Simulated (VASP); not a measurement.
# HgTe (Coloradoite) (F-43m) in VASP: notebook

The runs below take HgTe (Coloradoite) through phonons, elastic constants, band structure, with PBEsol, PBE.

Everything below comes from runs of VASP 6.6.1. Logs are shortened: lines on timing, memory, paths and dates and some standing lists are left out, and cuts for length are marked.

## Step 1: The structure

Symmetry: F-43m, No. 216, cubic system. The conventional cell has a = 6.429 Å, b = 6.429 Å, c = 6.429 Å, α = 90.00°, β = 90.00°, γ = 90.00°. Around Hg (site symmetry -43m) lie 4 Te at 2.78 Å. Te (site symmetry -43m) has 4 Hg at 2.78 Å as nearest neighbours.

## Step 2: Phonons, PBEsol

POSCAR

```
HgTe
1.0
    0.0000000000      3.2145000000      3.2145000000
    3.2145000000      0.0000000000      3.2145000000
    3.2145000000      3.2145000000      0.0000000000
Hg Te
1 1
Direct
    0.0000000000      0.0000000000      0.0000000000
    0.7500000000      0.7500000000      0.7500000000
```

INCAR.step1

```
SYSTEM = HgTe
ALGO = Fast
EDIFF = 1E-8
EDIFFG = -0.002
ENCUT = 600
GGA = PS
IBRION = 2
ISIF = 3
ISMEAR = -1
LASPH = .TRUE.
LCHARG = .FALSE.
LREAL = .FALSE.
LWAVE = .FALSE.
NELM = 60
NSW = 40
PREC = Accurate
SIGMA = 0.05
```

INCAR.step2

```
SYSTEM = HgTe
ALGO = Fast
EDIFF = 1E-8
ENCUT = 600
GGA = PS
IBRION = 6
ISIF = 2
ISMEAR = -1
LASPH = .TRUE.
LCHARG = .FALSE.
LREAL = .FALSE.
LWAVE = .FALSE.
NELM = 60
NFREE = 2
NSW = 1
POTIM = 0.015
PREC = Accurate
SIGMA = 0.05
```

KPOINTS

```
k-points
0
G
  5 5 5
  0 0 0
```

Potentials or basis: VASP PAW PBE potentials, release 64 (Hg, Te).

Command:

```bash
cat potpaw_PBE.64/Hg/POTCAR potpaw_PBE.64/Te/POTCAR > POTCAR
cp INCAR.step1 INCAR
mpirun -np 1 vasp_std > vasp.out
cp CONTCAR POSCAR
cp INCAR.step2 INCAR
mpirun -np 1 vasp_std > vasp.out
```

OUTCAR:

```text
SYSTEM = HgTe
   EDIFF = 1E-8
   ENCUT = 600
   GGA = PS
   IBRION = 6
   ISIF = 2
   ISMEAR = -1
   LASPH = .TRUE.
   LREAL = .FALSE.
   NELM = 60
   NFREE = 2
   NSW = 1
   POTIM = 0.015
   PREC = Accurate

 ion  position               nearest neighbor table
   1  0.000  0.000  0.000-   2 2.83   2 2.83   2 2.83   2 2.83
   2  0.750  0.750  0.750-   1 2.83   1 2.83   1 2.83   1 2.83

  LATTYP: Found a face centered cubic cell.
 ALAT       =     6.5244968667

  Lattice vectors:

 A1 = (   0.0000000000,   3.2622484334,   3.2622484334)
 A2 = (   3.2622484334,   0.0000000000,   3.2622484334)
 A3 = (   3.2622484334,   3.2622484334,   0.0000000000)

Analysis of symmetry for initial positions (statically):
=====================================================================
 Subroutine PRICEL returns:
 Original cell was already a primitive cell.

 Routine SETGRP: Setting up the symmetry group for a
 face centered cubic supercell.

 Subroutine GETGRP returns: Found 24 space group operations
 (whereof 24 operations were pure point group operations)
 out of a pool of 48 trial point group operations.

The static configuration has the point symmetry T_d .

Analysis of symmetry for dynamics (positions and initial velocities):
=====================================================================
 Subroutine PRICEL returns:
 Original cell was already a primitive cell.

 Routine SETGRP: Setting up the symmetry group for a
 face centered cubic supercell.

 Subroutine GETGRP returns: Found 24 space group operations
 (whereof 24 operations were pure point group operations)
 out of a pool of 48 trial point group operations.

The dynamic configuration has the point symmetry T_d .

 Subroutine INISYM returns: Found 24 space group operations
 (whereof 24 operations are pure point group operations),
 and found     1 'primitive' translations

----------------------------------------------------------------------------------------

                                     Primitive cell

  volume of cell :      69.4354

  direct lattice vectors                    reciprocal lattice vectors
     0.000000000  3.262248433  3.262248433    -0.153268523  0.153268523  0.153268523
     3.262248433  0.000000000  3.262248433     0.153268523 -0.153268523  0.153268523
     3.262248433  3.262248433  0.000000000     0.153268523  0.153268523 -0.153268523

  length of vectors
     4.613515978  4.613515978  4.613515978     0.265468870  0.265468870  0.265468870

  position of ions in fractional coordinates (direct lattice)
     0.000000000  0.000000000  0.000000000
     0.750000000  0.750000000  0.750000000

  ion indices of the primitive-cell ions
   primitive index   ion index
                 1           1
                 2           2

----------------------------------------------------------------------------------------

 KPOINTS: k-points

Automatic generation of k-mesh.
 Grid dimensions read from file:
 generate k-points for:    5    5    5

 Generating k-lattice:

  Cartesian coordinates                     Fractional coordinates (reciprocal lattice)
    -0.030653705  0.030653705  0.030653705     0.200000000  0.000000000  0.000000000
     0.030653705 -0.030653705  0.030653705     0.000000000  0.200000000  0.000000000
     0.030653705  0.030653705 -0.030653705     0.000000000  0.000000000  0.200000000

  Length of vectors
     0.053093774  0.053093774  0.053093774

  Shift w.r.t. Gamma in fractional coordinates (k-lattice)
     0.000000000  0.000000000  0.000000000

[... 46 lines left out ...]
   NELECT =      18.0000    total number of electrons
   NUPDOWN=      -1.0000    fix difference up-down
   EMIN   =  10.00;   EMAX   =-10.00  energy-range for DOS
   EFERMI =   0.00;   METHOD = LEGACY
   ISMEAR =    -1;   SIGMA  =   0.05  broadening in eV -4-tet -1-fermi 0-gaus
   EFERMI_NEDOS =   21; number of points for ismear=-14 and -15
   IALGO  =     68    algorithm
   IMIX   =      4    mixing-type and parameters
     AMIX     =   0.40;   BMIX     =  1.00
     AMIX_MAG =   1.60;   BMIX_MAG =  1.00
  volume/ion in A,a.u.               =      34.72       234.29
  Fermi-wavevector in a.u.,A,eV,Ry     =   1.043851  1.972593 14.825255  1.089626
  Thomas-Fermi vector in A             =   2.178578
   LORBIT       =      0    0 simple, 1 ext, 2 COOP (PROOUT), +10 PAW based schemes
   GGA     = PS    functional components
   LHFCALC =     F    Hartree Fock is set to
   AEXX    =    0.0000 exact exchange contribution
   IVDW    =     0    specifies the selected vdW correction
   LEPSILON=     F    determine dielectric tensor
   LRPA    =     F    only Hartree local field effects (RPA)
 finite differences with symmetry
 non-spin polarized calculation
 RMM-DIIS sequential band-by-band and
  energy-cutoff  :      600.00
  volume of cell :       69.44
 maximum number of plane-waves:      2334
 NGX is ok and might be reduce to    40
   NGX = 19   NGY = 19   NGZ = 19

--------------------------------------- Ionic step        1  -------------------------------------------

 number of electron      17.9999998 magnetization

 Free energy of the ion-electron system (eV)
  ---------------------------------------------------
  ext. energy  EPLUGINS =         0.00000000
  ---------------------------------------------------
  free energy    TOTEN  =        -4.34593456 eV

  energy without entropy =       -4.34437484  energy(sigma->0) =       -4.34515470

------------------------ aborting loop because EDIFF is reached ----------------------------------------

  FORCE on cell =-STRESS in cart. coord.  units (eV):
  Direction    XX          YY          ZZ          XY          YZ          ZX
  --------------------------------------------------------------------------------------
  -------------------------------------------------------------------------------------
  Total        0.0055606      0.0055606      0.0055606     -0.0000000      0.0000000     -0.0000000
  in kB        0.1283068      0.1283068      0.1283068     -0.0000000      0.0000000     -0.0000000
  external PRESSURE =       0.1283068 kB  Pullay stress =       0.0000000 kB
[... 131 lines left out ...]
--------------------------------------- Ionic step        5  -------------------------------------------

 number of electron      17.9999999 magnetization

 Free energy of the ion-electron system (eV)
  ---------------------------------------------------
  ext. energy  EPLUGINS =         0.00000000
  ---------------------------------------------------
  free energy    TOTEN  =        -4.34555513 eV

  energy without entropy =       -4.34399906  energy(sigma->0) =       -4.34477709

 E-fermi :   2.7084     XC(G=0):  -8.8035

 val. band max:        2.6804800804   @ k =   0.0000   0.0000   0.0000
 cond. band min:       3.3259945132   @ k =   0.4000   0.0000   0.0000
 fundamental gap:      0.6455144327
 Fermi energy:         2.7084282791

 k-point     1 :       0.0000    0.0000    0.0000
  band No.  band energies     occupation
      1      -9.1504      2.00000
      2      -4.5354      2.00000
      3      -4.5232      2.00000
      4      -4.5106      2.00000
      5      -4.0228      2.00000
      6      -4.0225      2.00000
      7       1.7969      2.00000
      8       2.6655      1.40483
      9       2.6739      1.33220
     10       2.6805      1.27243
     11       6.8847      0.00000
     12       6.8949      0.00000
     13       6.9063      0.00000
[... 354 lines left out ...]
  band No.  band energies     occupation
      1      -8.4244      2.00000
      2      -4.3401      2.00000
      3      -4.2505      2.00000
      4      -4.1470      2.00000
      5      -3.9872      2.00000
      6      -3.5215      2.00000
      7      -2.6803      2.00000
      8      -0.0098      2.00000
      9       0.7339      2.00000
     10       4.7838      0.00000
     11       6.1894      0.00000
     12       9.7142      0.00000
     13      10.1849      0.00000

 [... further k-points ...]

------------------------ aborting loop because EDIFF is reached ----------------------------------------

  FORCE on cell =-STRESS in cart. coord.  units (eV):
  Direction    XX          YY          ZZ          XY          YZ          ZX
  --------------------------------------------------------------------------------------
  -------------------------------------------------------------------------------------
  Total        0.0057864      0.0073055      0.0073055      0.0000000     -0.0710080      0.0000000
  in kB        0.1335186      0.1685691      0.1685691      0.0000000     -1.6384627      0.0000000
  external PRESSURE =       0.1568856 kB  Pullay stress =       0.0000000 kB
[... 17 lines left out ...]
  FREE ENERGIE OF THE ION-ELECTRON SYSTEM (eV)
  ---------------------------------------------------
  free  energy   TOTEN  =        -4.3455551330 eV

  energy  without entropy=       -4.3439990560  energy(sigma->0) =       -4.34477709

 INTERNAL STRAIN TENSORS FROM DISPLACED ATOMS
 ============================================

 INTERNAL STRAIN TENSOR FOR ION    1 for displacements in x,y,z  (eV/Angst):
          X           Y           Z          XY          YZ          ZX
  --------------------------------------------------------------------------------
  x    -0.00000    -0.00000    -0.00000     0.00000    -4.73780     0.00000
  y     0.00000     0.00000     0.00000     0.00000     0.00000    -4.73780
  z    -0.00000    -0.00000    -0.00000    -4.73780     0.00000     0.00000

 INTERNAL STRAIN TENSOR FOR ION    2 for displacements in x,y,z  (eV/Angst):
          X           Y           Z          XY          YZ          ZX
  --------------------------------------------------------------------------------
  x     0.00000     0.00000     0.00000     0.00000     4.73692    -0.00000
  y     0.00000    -0.00000     0.00000    -0.00000     0.00000     4.73692
  z     0.00000     0.00000     0.00000     4.73692     0.00000     0.00000

 Eigenvectors and eigenvalues of the dynamical matrix
 ----------------------------------------------------

   1 f  =    3.253629 THz    20.443152 2PiTHz  108.529373 cm-1    13.455921 meV
             X         Y         Z           dx          dy          dz
      0.000000  0.000000  0.000000    -0.623818    0.000000   -0.000000
      4.893373  4.893373  4.893373     0.781570    0.000000   -0.000000
[... 21 lines left out ...]
   6 f/i=    0.001167 THz     0.007332 2PiTHz    0.038926 cm-1     0.004826 meV
             X         Y         Z           dx          dy          dz
      0.000000  0.000000  0.000000    -0.000208   -0.144321   -0.768129
      4.893373  4.893373  4.893373    -0.000166   -0.115192   -0.613090

 ELASTIC MODULI CONTR FROM IONIC RELAXATION (kBar)
 Direction    XX          YY          ZZ          XY          YZ          ZX
 --------------------------------------------------------------------------------
 XX          -0.0000     -0.0000     -0.0000     -0.0000     -0.0000      0.0000
 YY          -0.0000     -0.0000     -0.0000     -0.0000     -0.0000      0.0000
 ZZ          -0.0000     -0.0000     -0.0000     -0.0000     -0.0000      0.0000
 XY          -0.0000     -0.0000     -0.0000   -153.2719     -0.0000     -0.0000
 YZ          -0.0000     -0.0000     -0.0000     -0.0000   -153.2719     -0.0000
 ZX           0.0000      0.0000      0.0000     -0.0000     -0.0000   -153.2719
 --------------------------------------------------------------------------------
```

Wall time 84 s (1 thread of Intel Xeon 6975P-C (Granite Rapids), shared host); peak memory 0.26 GiB.

Results:

```yaml
Relaxed_volume: 34.72 Å³/atom
Relaxed_cell: a = 4.614 Å, b = 4.614 Å, c = 4.614 Å, α = 60.00°, β = 60.00°, γ = 60.00°
Space_group_after_relaxing_to_0.05_Å: F-43m (No. 216)
Highest_phonon_frequency_at_Γ_LO-TO_splitting_left_out: 109 cm⁻¹
```

The path:
| step | energy change (eV) | largest force (eV/Å) | pressure (GPa) | volume (Å³) |
| --- | --- | --- | --- | --- |
| 1 | 0.0000 | 0.0000 | 2.07 | 66.43 |
| 2 | -0.0160 | 0.0000 | -0.69 | 70.65 |
| 3 | -0.0186 | 0.0000 | 0.01 | 69.44 |

Final structure:
```
Hg Te
1.0
     0.00000    3.26225    3.26225
     3.26225    0.00000    3.26225
     3.26225    3.26225    0.00000
Hg Te
1 1
Direct
  0.00000 0.00000 0.00000
  0.75000 0.75000 0.75000
```

Phonon frequencies in cm⁻¹ (negative: imaginary):
```
              q point        frequencies
(0.000, 0.000, 0.000)  0 0 0 109 109 109
```

Caveat: the PAW data sets were made with another functional, which shifts forces and pressure a little. Spin-orbit coupling is left out, which matters for the levels of Hg, Te.

## Step 3: Elastic constants, PBEsol

POSCAR is that of step 2.

INCAR.step1

```
PREC = Accurate
ENCUT = 600
EDIFF = 1E-8
ISMEAR = -1
SIGMA = 0.05
LREAL = F
LASPH = T
NELM = 60
ALGO = Normal
ISIF = 3
LWAVE = F
LCHARG = F
GGA = PS
IBRION = 2
NSW = 40
EDIFFG = -0.002
```

INCAR.step2

```
PREC = Accurate
ENCUT = 600
EDIFF = 1E-8
ISMEAR = -1
SIGMA = 0.05
LREAL = F
LASPH = T
NELM = 60
ALGO = Normal
ISIF = 3
LWAVE = F
LCHARG = F
GGA = PS
IBRION = 6
NFREE = 2
POTIM = 0.015
NSW = 1
```

KPOINTS

```
regular mesh
0
Gamma
  5 5 5
```

Potentials or basis: VASP PAW PBE potentials, release 64 (Hg, Te).

Command:

```bash
cat potpaw_PBE.64/Hg/POTCAR potpaw_PBE.64/Te/POTCAR > POTCAR
cp INCAR.step1 INCAR
mpirun -np 1 vasp_std > vasp.out
cp CONTCAR POSCAR
cp INCAR.step2 INCAR
mpirun -np 1 vasp_std > vasp.out
```

OUTCAR:

```text
PREC = Accurate
   ENCUT = 600
   EDIFF = 1E-8
   ISMEAR = -1
   LREAL = F
   LASPH = T
   NELM = 60
   ISIF = 3
   GGA = PS
   IBRION = 6
   NFREE = 2
   POTIM = 0.015
   NSW = 1

 ion  position               nearest neighbor table
   1  0.000  0.000  0.000-   2 2.83   2 2.83   2 2.83   2 2.83
   2  0.750  0.750  0.750-   1 2.83   1 2.83   1 2.83   1 2.83

  LATTYP: Found a face centered cubic cell.
 ALAT       =     6.5245053282

  Lattice vectors:

 A1 = (   0.0000000000,   3.2622526641,   3.2622526641)
 A2 = (   3.2622526641,   0.0000000000,   3.2622526641)
 A3 = (   3.2622526641,   3.2622526641,   0.0000000000)

Analysis of symmetry for initial positions (statically):
=====================================================================
 Subroutine PRICEL returns:
 Original cell was already a primitive cell.

[... 790 lines left out ...]
  x     0.00000     0.00000     0.00000     0.00000    -4.73621    -0.00000
  y     0.00000     0.00000     0.00000     0.00000     0.00000    -4.73621
  z     0.00000     0.00000     0.00000    -4.73621     0.00000     0.00000

 INTERNAL STRAIN TENSOR FOR ION    2 for displacements in x,y,z  (eV/Angst):
          X           Y           Z          XY          YZ          ZX
  --------------------------------------------------------------------------------
  x     0.00000     0.00000     0.00000     0.00000     4.73674     0.00000
  y     0.00000     0.00000     0.00000    -0.00000     0.00000     4.73674
  z     0.00000     0.00000     0.00000     4.73674     0.00000     0.00000

 Eigenvectors and eigenvalues of the dynamical matrix
 ----------------------------------------------------

   1 f  =    3.251709 THz    20.431090 2PiTHz  108.465334 cm-1    13.447981 meV
             X         Y         Z           dx          dy          dz
      0.000000  0.000000  0.000000     0.000000    0.623527    0.000000
      4.893379  4.893379  4.893379     0.000000   -0.781802    0.000000
[... 21 lines left out ...]
   6 f/i=    0.000045 THz     0.000282 2PiTHz    0.001497 cm-1     0.000186 meV
             X         Y         Z           dx          dy          dz
      0.000000  0.000000  0.000000     0.000000    0.000000    0.781802
      4.893379  4.893379  4.893379     0.000000    0.000000    0.623527

--------------------------------------------------------------------------------------------------------

 ELASTIC MODULI CONTR FROM IONIC RELAXATION (kBar)
 Direction    XX          YY          ZZ          XY          YZ          ZX
 --------------------------------------------------------------------------------
 XX          -0.0000     -0.0000     -0.0000      0.0000     -0.0000      0.0000
 YY          -0.0000     -0.0000     -0.0000      0.0000      0.0000      0.0000
 ZZ          -0.0000     -0.0000     -0.0000     -0.0000      0.0000      0.0000
 XY           0.0000      0.0000     -0.0000   -153.4210     -0.0000      0.0000
 YZ          -0.0000      0.0000      0.0000     -0.0000   -153.4210      0.0000
 ZX           0.0000      0.0000      0.0000      0.0000      0.0000   -153.4210
 --------------------------------------------------------------------------------

 TOTAL ELASTIC MODULI (kBar)
 Direction    XX          YY          ZZ          XY          YZ          ZX
 --------------------------------------------------------------------------------
 XX         515.4022    369.2871    369.2871     -0.0000     -0.0000      0.0000
 YY         369.2871    515.4022    369.2871     -0.0000     -0.0000      0.0000
 ZZ         369.2871    369.2871    515.4022      0.0000     -0.0000     -0.0000
 XY          -0.0000     -0.0000      0.0000    195.5634     -0.0000      0.0000
 YZ          -0.0000     -0.0000     -0.0000     -0.0000    195.5634      0.0000
 ZX           0.0000      0.0000     -0.0000      0.0000      0.0000    195.5634
 --------------------------------------------------------------------------------
```

Wall time 4.5 min (1 thread of Intel Xeon 6975P-C (Granite Rapids), shared host); peak memory 0.29 GiB.

What came out:

```yaml
Relaxed_volume: 34.72 Å³/atom
Relaxed_cell: a = 4.614 Å, b = 4.614 Å, c = 4.614 Å, α = 60.00°, β = 60.00°, γ = 60.00°
Space_group_after_relaxing_to_0.05_Å: F-43m (No. 216)
Elastic_constants_C11_C12_C44: 52, 37, 20 GPa
Voigt_bulk_modulus: 42 GPa
Highest_phonon_frequency_at_Γ_LO-TO_splitting_left_out: 108 cm⁻¹
```

Step by step:
| step | energy change (eV) | largest force (eV/Å) | pressure (GPa) | volume (Å³) |
| --- | --- | --- | --- | --- |
| 1 | 0.0000 | 0.0000 | 2.08 | 66.43 |
| 2 | -0.0160 | 0.0000 | -0.69 | 70.65 |
| 3 | -0.0186 | 0.0000 | 0.01 | 69.44 |

Final structure:
```
Hg Te
1.0
     0.00000    3.26225    3.26225
     3.26225    0.00000    3.26225
     3.26225    3.26225    0.00000
Hg Te
1 1
Cartesian
  0.0000 0.0000 0.0000
  4.8934 4.8934 4.8934
```

Phonon frequencies in cm⁻¹ (negative: imaginary):
```tsv
q point	frequencies
(0.000, 0.000, 0.000)	0 0 0 108 108 108
```

Elastic tensor in Voigt notation (GPa, in the Cartesian axes of the cell as first typed):
```
52 37 37  0  0  0
37 52 37  0  0  0
37 37 52  0  0  0
 0  0  0 20  0  0
 0  0  0  0 20  0
 0  0  0  0  0 20
```

Clamped-ion elastic tensor (GPa):
```
52 37 37  0  0  0
37 52 37  0  0  0
37 37 52  0  0  0
 0  0  0 35  0  0
 0  0  0  0 35  0
 0  0  0  0  0 35
```

Caveat: the PAW data sets were made with another functional, which shifts forces and pressure a little.

[end of part 1 of 2]
